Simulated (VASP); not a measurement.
# Pb (Fm-3m) in VASP: further runs

Runs on Pb. Level: r2SCAN. Tasks: relaxation of cell and atoms, relaxation of the atoms.

All numbers are computed with VASP 6.6.1; they aren't measurements. Logs are shortened: lines on timing, memory, paths and dates and some standing lists are left out, and cuts for length are marked.

## 1. The structure

Symmetry: Fm-3m, No. 225, cubic system. Conventional cell: a = 4.950 Å, b = 4.950 Å, c = 4.950 Å, α = 90.00°, β = 90.00°, γ = 90.00°. Pb (site symmetry m-3m) is surrounded by 12 Pb at 3.50 Å.

## 2. Relaxation of cell and atoms, r2SCAN

INCAR

```
SYSTEM = Pb
PREC = Accurate
ENCUT = 600
EDIFF = 1E-6
ISMEAR = 1
SIGMA = 0.1
LREAL = .False.
LASPH = .True.
NELM = 80
ALGO = Normal
ISIF = 3
LWAVE = .False.
LCHARG = .False.
METAGGA = R2SCAN
LMIXTAU = .True.
IBRION = 2
NSW = 90
EDIFFG = -0.01
```

KPOINTS

```
regular mesh
0
Gamma
  14 14 14
  0 0 0
```

POSCAR

```
Pb
1.0
    0.0000000000      2.4750200000      2.4750200000
    2.4750200000      0.0000000000      2.4750200000
    2.4750200000      2.4750200000      0.0000000000
Pb
1
Direct
    0.0000000000      0.0000000000      0.0000000000
```

Potentials or basis: VASP PAW PBE potentials, release 64 (Pb_d).

On the command line:

```sh
$ cat potpaw_PBE.64/Pb_d/POTCAR > POTCAR
$ mpirun -np 1 vasp_std > vasp.out
```

OUTCAR:

```text
SYSTEM = Pb
   PREC = Accurate
   ENCUT = 600
   EDIFF = 1E-6
   ISMEAR = 1
   LREAL = .False.
   LASPH = .True.
   NELM = 80
   ISIF = 3
   METAGGA = R2SCAN
   IBRION = 2
   NSW = 90
   EDIFFG = -0.01

 ion  position               nearest neighbor table
   1  0.000  0.000  0.000-

  LATTYP: Found a face centered cubic cell.
 ALAT       =     4.9500400000

  Lattice vectors:

 A1 = (   0.0000000000,   2.4750200000,   2.4750200000)
 A2 = (   2.4750200000,   0.0000000000,   2.4750200000)
 A3 = (   2.4750200000,   2.4750200000,   0.0000000000)

Analysis of symmetry for initial positions (statically):
=====================================================================
 Subroutine PRICEL returns:
 Original cell was already a primitive cell.

 Routine SETGRP: Setting up the symmetry group for a
 face centered cubic supercell.

 Subroutine GETGRP returns: Found 48 space group operations
 (whereof 48 operations were pure point group operations)
 out of a pool of 48 trial point group operations.

The static configuration has the point symmetry O_h .

Analysis of symmetry for dynamics (positions and initial velocities):
=====================================================================
 Subroutine PRICEL returns:
 Original cell was already a primitive cell.

 Routine SETGRP: Setting up the symmetry group for a
 face centered cubic supercell.

 Subroutine GETGRP returns: Found 48 space group operations
 (whereof 48 operations were pure point group operations)
 out of a pool of 48 trial point group operations.

The dynamic configuration has the point symmetry O_h .

 Subroutine INISYM returns: Found 48 space group operations
 (whereof 48 operations are pure point group operations),
 and found     1 'primitive' translations

----------------------------------------------------------------------------------------

                                     Primitive cell

  volume of cell :      30.3226

  direct lattice vectors                    reciprocal lattice vectors
     0.000000000  2.475020000  2.475020000    -0.202018570  0.202018570  0.202018570
     2.475020000  0.000000000  2.475020000     0.202018570 -0.202018570  0.202018570
     2.475020000  2.475020000  0.000000000     0.202018570  0.202018570 -0.202018570

  length of vectors
     3.500206851  3.500206851  3.500206851     0.349906427  0.349906427  0.349906427

[... 98 lines left out ...]
     AMIX_MAG =   1.60;   BMIX_MAG =  1.00
  volume/ion in A,a.u.               =      30.32       204.63
  Fermi-wavevector in a.u.,A,eV,Ry     =   1.265306  2.391081 21.782907  1.600999
  Thomas-Fermi vector in A             =   2.398566
   LORBIT       =      0    0 simple, 1 ext, 2 COOP (PROOUT), +10 PAW based schemes
   METAGGA = R2SCAN    functional components
   LHFCALC =     F    Hartree Fock is set to
   AEXX    =    0.0000 exact exchange contribution
   IVDW    =     0    specifies the selected vdW correction
   LEPSILON=     F    determine dielectric tensor
   LRPA    =     F    only Hartree local field effects (RPA)
 conjugate gradient relaxation of ions
 non-spin polarized calculation
 Methfessel and Paxton  Order N= 1 SIGMA  =   0.10
  energy-cutoff  :      600.00
  volume of cell :       30.32
 maximum number of plane-waves:      1026
   NGX = 13   NGY = 13   NGZ = 13

--------------------------------------- Ionic step        1  -------------------------------------------

 number of electron      13.9999999 magnetization

 Free energy of the ion-electron system (eV)
  ---------------------------------------------------
  ext. energy  EPLUGINS =         0.00000000
  ---------------------------------------------------
  free energy    TOTEN  =       -56.27935929 eV

  energy without entropy =      -56.27955854  energy(sigma->0) =      -56.27942571

------------------------ aborting loop because EDIFF is reached ----------------------------------------

  FORCE on cell =-STRESS in cart. coord.  units (eV):
  Direction    XX          YY          ZZ          XY          YZ          ZX
  --------------------------------------------------------------------------------------
  -------------------------------------------------------------------------------------
  Total        0.2474530      0.2474530      0.2474530     -0.0000000     -0.0000000      0.0000000
  in kB       13.0748619     13.0748619     13.0748619     -0.0000000     -0.0000000      0.0000000
  external PRESSURE =      13.0748619 kB  Pullay stress =       0.0000000 kB
[... 57 lines left out ...]
--------------------------------------- Ionic step        3  -------------------------------------------

 number of electron      14.0000001 magnetization

 Free energy of the ion-electron system (eV)
  ---------------------------------------------------
  ext. energy  EPLUGINS =         0.00000000
  ---------------------------------------------------
  free energy    TOTEN  =       -56.28281063 eV

  energy without entropy =      -56.28273321  energy(sigma->0) =      -56.28278483

 E-fermi :   6.9449     XC(G=0): -10.7743

 val. band max:        6.8210086139   @ k =   0.3571   0.1429   0.0714
 cond. band min:       6.9478444259   @ k =   0.3571   0.2143   0.0000
 fundamental gap:      0.1268358119
 Fermi energy:         6.9449009279

 k-point     1 :       0.0000    0.0000    0.0000
  band No.  band energies     occupation
      1     -10.7910      2.00000
      2     -10.7910      2.00000
      3     -10.7910      2.00000
      4     -10.6551      2.00000
      5     -10.6551      2.00000
      6      -5.1899      2.00000
      7      14.4145      0.00000
      8      14.4145      0.00000
      9      14.4145      0.00000
     10      17.3121      0.00000
     11      18.8331      0.00000
[... 309 lines left out ...]
 k-point    24 :       0.2857    0.1429    0.0000
  band No.  band energies     occupation
      1     -10.8309      2.00000
      2     -10.7343      2.00000
      3     -10.7066      2.00000
      4     -10.6651      2.00000
      5     -10.5863      2.00000
      6      -3.7313      2.00000
      7       8.1855     -0.00000
      8      11.7135      0.00000
      9      11.9554      0.00000
     10      15.8394      0.00000
     11      17.4282      0.00000

 [... further k-points ...]

------------------------ aborting loop because EDIFF is reached ----------------------------------------

  FORCE on cell =-STRESS in cart. coord.  units (eV):
  Direction    XX          YY          ZZ          XY          YZ          ZX
  --------------------------------------------------------------------------------------
  -------------------------------------------------------------------------------------
  Total        0.0011085      0.0011085      0.0011085     -0.0000000      0.0000000      0.0000000
  in kB        0.0569509      0.0569509      0.0569509     -0.0000000      0.0000000      0.0000000
  external PRESSURE =       0.0569509 kB  Pullay stress =       0.0000000 kB
[... 16 lines left out ...]
  FREE ENERGIE OF THE ION-ELECTRON SYSTEM (eV)
  ---------------------------------------------------
  free  energy   TOTEN  =       -56.2828106323 eV

  energy  without entropy=      -56.2827332122  energy(sigma->0) =      -56.28278483

 reached required accuracy - stopping structural energy minimisation
```

OSZICAR:

```text
N       E                     dE             d eps       ncg     rms          rms(c)
DAV:   1     0.552803985704E+02    0.55280E+02   -0.81446E+03  2300   0.168E+03
DAV:   2    -0.547889564408E+02   -0.11007E+03   -0.10792E+03  2345   0.350E+02
[... 31 lines left out ...]
DAV:   4    -0.562827907356E+02   -0.20251E-03   -0.98667E-05  2318   0.136E-01    0.112E-02
DAV:   5    -0.562827383840E+02    0.52352E-04   -0.56342E-05  2294   0.933E-02    0.551E-03
DAV:   6    -0.562827950084E+02   -0.56624E-04   -0.55436E-05  2360   0.771E-02    0.334E-03
DAV:   7    -0.562828036256E+02   -0.86173E-05   -0.13439E-06  2500   0.125E-02    0.281E-03
DAV:   8    -0.562828108935E+02   -0.72679E-05   -0.48891E-06  2342   0.345E-02    0.630E-04
DAV:   9    -0.562828106323E+02    0.26119E-06   -0.11930E-06  2238   0.154E-02
   3 F= -.56282811E+02 E0= -.56282785E+02  d E =-.345134E-02
```

CONTCAR:

```text
Pb
   1.00000000000000
     0.0000000000000000    2.4982633627679074    2.4982633627679074
     2.4982633627679074   -0.0000000000000000    2.4982633627679074
     2.4982633627679074    2.4982633627679074    0.0000000000000000
  Pb
     1
Direct
     0.0000000000000000    0.0000000000000000    0.0000000000000000

  0.00000000E+00  0.00000000E+00  0.00000000E+00
```

Run time: 5.7 min. Hardware: 1 thread of Intel Xeon Platinum 8488C (Sapphire Rapids), shared host; peak memory 0.2 GiB.

Results:

- Free energy: -56.2828 eV
- Relaxed volume: 31.18 Å³/atom
- Relaxed cell: a = 3.533 Å, b = 3.533 Å, c = 3.533 Å, α = 60.00°, β = 60.00°, γ = 60.00°
- Space group after relaxing (to 0.05 Å): Fm-3m (No. 225)
- Energy gained by relaxing: 3.5 meV/atom
- Ionic steps: 3
- Pressure after relaxing: 0.0 GPa
- Band gap on the k mesh: none (metal or under the smearing width)

Step by step:
| step | energy change (eV) | largest force (eV/Å) | pressure (GPa) | volume (Å³) |
| --- | --- | --- | --- | --- |
| 1 | 0.0000 | 0.0000 | 1.31 | 30.32 |
| 2 | -0.0032 | 0.0000 | -0.33 | 31.42 |
| 3 | -0.0035 | 0.0000 | 0.01 | 31.18 |

Final structure:
```cif
data_structure
_symmetry_space_group_name_H-M 'P 1'
_symmetry_Int_Tables_number 1
_cell_length_a 3.5331
_cell_length_b 3.5331
_cell_length_c 3.5331
_cell_angle_alpha 60.000
_cell_angle_beta 60.000
_cell_angle_gamma 60.000
_cell_volume 31.18
loop_
_atom_site_label
_atom_site_type_symbol
_atom_site_fract_x
_atom_site_fract_y
_atom_site_fract_z
_atom_site_occupancy
Pb1 Pb 0.00000 0.00000 0.00000 1
```

Caveat: the PAW data sets were made with another functional, which shifts forces and pressure a little. Zero-point motion and thermal expansion aren't in these numbers.

[end of part 1 of 2]
